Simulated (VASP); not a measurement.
# BaS (Fm-3m) in VASP: notebook

Runs on BaS. Level: PBEsol. Tasks: single point.

Program: VASP 6.6.1. These are calculated values, not measurements. Logs are shortened: lines on timing, memory, paths and dates and some standing lists are left out, and cuts for length are marked.

**The experiment to reproduce.**

A printed reference work, monograph, original work of 1988 reports, for a bulk crystal of BaS at 2 K: band gap 3.806 eV (indirect).

The runs below are set against these values where they give the same quantity.

## 1. The cell of the first run

Symmetry: Fm-3m, No. 225, cubic system. The conventional cell has a = 6.472 Å, b = 6.472 Å, c = 6.472 Å, α = 90.00°, β = 90.00°, γ = 90.00°. Ba (site symmetry m-3m) has 6 S at 3.24 Å within 4.3 Å. Within 4.3 Å of S (site symmetry m-3m) lie 6 Ba at 3.24 Å.

## 2. Single point, PBEsol

Input file INCAR:

```
  PREC = Accurate
  ENCUT = 520
  EDIFF = 1E-7
  ISMEAR = 0
  SIGMA = 0.01
  LREAL = False
  LASPH = True
  NELM = 60
  ALGO = Normal
  ISIF = 2
  LWAVE = False
  LCHARG = True
  GGA = PS
  LELF = True
  LVHAR = True
  NBANDS = 15
```

Input file KPOINTS:

```
regular mesh
0
Gamma
  6 6 6
```

Input file POSCAR:

```
BaS
1.0
    0.0000000000      3.2357778460      3.2357778460
    3.2357778460      0.0000000000      3.2357778460
    3.2357778460      3.2357778460      0.0000000000
Ba S
1 1
Direct
    0.0000000000      0.0000000000      0.0000000000
    0.5000000000      0.5000000000      0.5000000000
```

Potentials or basis: VASP PAW PBE potentials, release 64 (Ba_sv, S).

Launch:

```console
$ cat potpaw_PBE.64/Ba_sv/POTCAR potpaw_PBE.64/S/POTCAR > POTCAR
$ mpirun -np 1 vasp_std > vasp.out
```

OUTCAR:

```text
PREC = Accurate
   ENCUT = 520
   EDIFF = 1E-7
   ISMEAR = 0
   LREAL = False
   LASPH = True
   NELM = 60
   ISIF = 2
   GGA = PS

 ion  position               nearest neighbor table
   1  0.000  0.000  0.000-   2 3.24   2 3.24   2 3.24   2 3.24   2 3.24   2 3.24
   2  0.500  0.500  0.500-   1 3.24   1 3.24   1 3.24   1 3.24   1 3.24   1 3.24

  LATTYP: Found a face centered cubic cell.
 ALAT       =     6.4715556920

  Lattice vectors:

 A1 = (   0.0000000000,   3.2357778460,   3.2357778460)
 A2 = (   3.2357778460,   0.0000000000,   3.2357778460)
 A3 = (   3.2357778460,   3.2357778460,   0.0000000000)

Analysis of symmetry for initial positions (statically):
=====================================================================
 Subroutine PRICEL returns:
 Original cell was already a primitive cell.

 Routine SETGRP: Setting up the symmetry group for a
 face centered cubic supercell.

 Subroutine GETGRP returns: Found 48 space group operations
[... 9 lines left out ...]

 Routine SETGRP: Setting up the symmetry group for a
 face centered cubic supercell.

 Subroutine GETGRP returns: Found 48 space group operations
[... 11 lines left out ...]
                                     Primitive cell

  volume of cell :      67.7589

  direct lattice vectors                    reciprocal lattice vectors
     0.000000000  3.235777846  3.235777846    -0.154522351  0.154522351  0.154522351
     3.235777846  0.000000000  3.235777846     0.154522351 -0.154522351  0.154522351
     3.235777846  3.235777846  0.000000000     0.154522351  0.154522351 -0.154522351

  length of vectors
     4.576080915  4.576080915  4.576080915     0.267640563  0.267640563  0.267640563

  position of ions in fractional coordinates (direct lattice)
     0.000000000  0.000000000  0.000000000
     0.500000000  0.500000000  0.500000000

  ion indices of the primitive-cell ions
   primitive index   ion index
                 1           1
                 2           2

----------------------------------------------------------------------------------------

 KPOINTS: regular mesh

Automatic generation of k-mesh.
 Grid dimensions read from file:
 generate k-points for:    6    6    6

 Generating k-lattice:

  Cartesian coordinates                     Fractional coordinates (reciprocal lattice)
    -0.025753725  0.025753725  0.025753725     0.166666667  0.000000000  0.000000000
     0.025753725 -0.025753725  0.025753725     0.000000000  0.166666667  0.000000000
     0.025753725  0.025753725 -0.025753725     0.000000000  0.000000000  0.166666667

  Length of vectors
     0.044606760  0.044606760  0.044606760

  Shift w.r.t. Gamma in fractional coordinates (k-lattice)
     0.000000000  0.000000000  0.000000000

 Subroutine IBZKPT returns following result:
 ===========================================

 Found     16 irreducible k-points:

 Following reciprocal coordinates:
            Coordinates               Weight
  0.000000  0.000000  0.000000      1.000000
  0.166667  0.000000  0.000000      8.000000
  0.333333  0.000000  0.000000      8.000000
  0.500000  0.000000  0.000000      4.000000
  0.166667  0.166667  0.000000      6.000000
  0.333333  0.166667  0.000000     24.000000
[... 8 lines left out ...]
 -0.333333  0.333333  0.166667     24.000000
 -0.333333  0.500000  0.166667     12.000000
   k-points           NKPTS =     16   k-points in BZ     NKDIM =     16   number of bands    NBANDS=     15
   number of dos      NEDOS =    301   number of ions     NIONS =      2
   total plane-waves  NPLWV =  46656
   dimension x,y,z NGX =    36 NGY =   36 NGZ =   36
   dimension x,y,z NGXF=    72 NGYF=   72 NGZF=   72
   ions per type =               1   1
   NGX,Y,Z   is equivalent  to a cutoff of  13.08, 13.08, 13.08 a.u.
   NGXF,Y,Z  is equivalent  to a cutoff of  26.16, 26.16, 26.16 a.u.
 SYSTEM =  unknown system
   PREC   = accura    normal or accurate (medium, high low for compatibility)
   ISTART =      0    job   : 0-new  1-cont  2-samecut
   ICHARG =      2    charge: 1-file 2-atom 10-const
   ISPIN  =      1    spin polarized calculation?
   LNONCOLLINEAR =      F non collinear calculations
   LSORBIT =      F    spin-orbit coupling
   LASPH  =      T    aspherical Exc in radial PAW
   ENCUT  =  520.0 eV  38.22 Ry    6.18 a.u.   8.51  8.51  8.51*2*pi/ulx,y,z
   NELM   =     60;   NELMIN=  2; NELMDL= -5     # of ELM steps
   EDIFF  = 0.1E-06   stopping-criterion for ELM
   LREAL  =      F    real-space projection
   EDIFFG = 0.1E-05   stopping-criterion for IOM
   NSW    =      0    number of steps for IOM
   IBRION =     -1    ionic relax: 0-MD 1-quasi-New 2-CG
   NFREE  =      0    steps in history (QN), initial steepest desc. (CG)
   ISIF   =      2    stress and relaxation
   ISYM   =      2    0-nonsym 1-usesym 2-fastsym
   POTIM  = 0.5000    time-step for ionic-motion
   TEBEG  =    0.0;   TEEND  =   0.0 temperature during run
   PSTRESS=    0.0 pullay stress
   NELECT =      16.0000    total number of electrons
   NUPDOWN=      -1.0000    fix difference up-down
   EMIN   =  10.00;   EMAX   =-10.00  energy-range for DOS
   EFERMI =   0.00;   METHOD = LEGACY
   ISMEAR =     0;   SIGMA  =   0.01  broadening in eV -4-tet -1-fermi 0-gaus
   EFERMI_NEDOS =   21; number of points for ismear=-14 and -15
   IALGO  =     38    algorithm
   IMIX   =      4    mixing-type and parameters
     AMIX     =   0.40;   BMIX     =  1.00
     AMIX_MAG =   1.60;   BMIX_MAG =  1.00
  volume/ion in A,a.u.               =      33.88       228.63
  Fermi-wavevector in a.u.,A,eV,Ry     =   1.011873  1.912163 13.930836  1.023888
  Thomas-Fermi vector in A             =   2.144949
   LORBIT       =      0    0 simple, 1 ext, 2 COOP (PROOUT), +10 PAW based schemes
   GGA     = PS    functional components
   LHFCALC =     F    Hartree Fock is set to
   AEXX    =    0.0000 exact exchange contribution
   IVDW    =     0    specifies the selected vdW correction
   LEPSILON=     F    determine dielectric tensor
   LRPA    =     F    only Hartree local field effects (RPA)
 non-spin polarized calculation
 Gauss-broadening in eV      SIGMA  =   0.01
  energy-cutoff  :      520.00
  volume of cell :       67.76
 maximum number of plane-waves:      1853
 NGX is ok and might be reduce to    36
   NGX = 17   NGY = 17   NGZ = 17

 number of electron      16.0000001 magnetization

 Free energy of the ion-electron system (eV)
  ---------------------------------------------------
  ext. energy  EPLUGINS =         0.00000000
  ---------------------------------------------------
  free energy    TOTEN  =       -10.69639212 eV

  energy without entropy =      -10.69639212  energy(sigma->0) =      -10.69639212

 E-fermi :   1.1973     XC(G=0):  -8.6601

 val. band max:        1.1437045770   @ k =   0.0000   0.0000   0.0000
 cond. band min:       3.1921687709   @ k =   0.5000   0.5000   0.0000
 fundamental gap:      2.0484641939
 Fermi energy:         1.1972767703

 k-point     1 :       0.0000    0.0000    0.0000
  band No.  band energies     occupation
      1     -25.0171      2.00000
      2     -10.0624      2.00000
      3     -10.0624      2.00000
      4     -10.0624      2.00000
      5      -9.1489      2.00000
      6       1.1437      2.00000
      7       1.1437      2.00000
      8       1.1437      2.00000
      9       4.3687      0.00000
     10       4.9232      0.00000
     11       4.9232      0.00000
     12       4.9232      0.00000
     13       5.8342      0.00000
     14       5.8342      0.00000
     15       9.5910      0.00000

 k-point     2 :       0.1667    0.0000    0.0000
  band No.  band energies     occupation
      1     -25.0078      2.00000
      2     -10.4394      2.00000
      3     -10.0714      2.00000
      4     -10.0714      2.00000
      5      -8.7485      2.00000
      6       0.4888      2.00000
      7       0.8187      2.00000
      8       0.8187      2.00000
      9       4.9087      0.00000
     10       5.3177      0.00000
     11       5.3177      0.00000
     12       5.3776      0.00000
     13       6.5733      0.00000
     14       6.5733      0.00000
     15      10.6213      0.00000

 k-point     3 :       0.3333    0.0000    0.0000
  band No.  band energies     occupation
      1     -24.9891      2.00000
      2     -10.8893      2.00000
      3     -10.0893      2.00000
      4     -10.0893      2.00000
      5      -8.2482      2.00000
      6      -0.4074      2.00000
      7       0.3170      2.00000
      8       0.3170      2.00000
      9       5.4419      0.00000
     10       6.3631      0.00000
     11       6.3631      0.00000
     12       6.8063      0.00000
     13       8.2388      0.00000
     14       8.2388      0.00000
     15      11.1544      0.00000

 k-point     4 :       0.5000    0.0000    0.0000
  band No.  band energies     occupation
      1     -24.9797      2.00000
      2     -11.0611      2.00000
      3     -10.0982      2.00000
      4     -10.0982      2.00000
      5      -8.0488      2.00000
      6      -0.7663      2.00000
      7       0.1106      2.00000
      8       0.1106      2.00000
      9       6.4799      0.00000
     10       6.5486      0.00000
     11       7.2588      0.00000
     12       7.2588      0.00000
     13       9.7652      0.00000
     14       9.7654      0.00000
     15       9.8933      0.00000
[... 163 lines left out ...]
 k-point    14 :       0.5000    0.3333    0.1667
  band No.  band energies     occupation
      1     -24.9772      2.00000
      2     -10.7463      2.00000
      3     -10.2520      2.00000
      4     -10.1625      2.00000
      5      -8.4644      2.00000
      6      -0.1509      2.00000
      7       0.3480      2.00000
      8       0.7317      2.00000
      9       4.5158      0.00000
     10       6.3954      0.00000
     11       7.1415      0.00000
     12       7.3971      0.00000
     13       8.2214      0.00000
     14       9.6699      0.00000
     15       9.9127      0.00000

 k-point    15 :      -0.3333    0.3333    0.1667
  band No.  band energies     occupation
      1     -24.9711      2.00000
      2     -10.7403      2.00000
      3     -10.3016      2.00000
      4     -10.2141      2.00000
      5      -8.4549      2.00000
      6      -0.1199      2.00000
      7       0.4408      2.00000
      8       0.4913      2.00000
      9       5.4545      0.00000
     10       5.5623      0.00000
     11       7.5035      0.00000
     12       7.9225      0.00000
     13       8.2546      0.00000
     14      10.1727      0.00000
     15      10.2194      0.00000

 k-point    16 :      -0.3333    0.5000    0.1667
  band No.  band energies     occupation
      1     -24.9683      2.00000
      2     -10.4551      2.00000
      3     -10.4307      2.00000
      4     -10.2999      2.00000
      5      -8.6964      2.00000
      6       0.2672      2.00000
      7       0.5665      2.00000
      8       0.7304      2.00000
      9       4.2524      0.00000
     10       6.4987      0.00000
     11       7.0835      0.00000
     12       7.8691      0.00000
     13       8.4364      0.00000
     14       9.1016      0.00000
     15      10.5847      0.00000

------------------------ aborting loop because EDIFF is reached ----------------------------------------

  FORCE on cell =-STRESS in cart. coord.  units (eV):
  Direction    XX          YY          ZZ          XY          YZ          ZX
  --------------------------------------------------------------------------------------
  -------------------------------------------------------------------------------------
  Total       -0.8842870     -0.8842870     -0.8842870      0.0000000      0.0000000     -0.0000000
  in kB      -20.9092144    -20.9092144    -20.9092144      0.0000000      0.0000000     -0.0000000
  external PRESSURE =     -20.9092144 kB  Pullay stress =       0.0000000 kB

 VOLUME and BASIS-vectors are now :
 -----------------------------------------------------------------------------
  energy-cutoff  :      520.00
  volume of cell :       67.76
      direct lattice vectors                 reciprocal lattice vectors
     0.000000000  3.235777846  3.235777846    -0.154522351  0.154522351  0.154522351
     3.235777846  0.000000000  3.235777846     0.154522351 -0.154522351  0.154522351
     3.235777846  3.235777846  0.000000000     0.154522351  0.154522351 -0.154522351

 POSITION                                       TOTAL-FORCE (eV/Angst)
 -----------------------------------------------------------------------------------
      0.00000      0.00000      0.00000        -0.000000     -0.000000      0.000000
      3.23578      3.23578      3.23578         0.000000      0.000000     -0.000000
 -----------------------------------------------------------------------------------
    total drift:                                0.000000      0.000000      0.000000

  FREE ENERGIE OF THE ION-ELECTRON SYSTEM (eV)
  ---------------------------------------------------
  free  energy   TOTEN  =       -10.6963921195 eV

  energy  without entropy=      -10.6963921195  energy(sigma->0) =      -10.69639212
```

It took 8.2 s on 1 thread of Intel Xeon 6975P-C (Granite Rapids), shared host; peak memory 0.2 GiB.

What came out:

```
Free energy            : -10.6964 eV
Pressure               : -2.1 GPa
Band gap on the k mesh : 2.05 eV, indirect (least direct gap 2.21 eV)
```

Caveat: the PAW data sets were made with another functional, which shifts forces and pressure a little; spin-orbit coupling is left out, which moves the levels of the heavy elements.

(Part 1 of 2 ends here.)
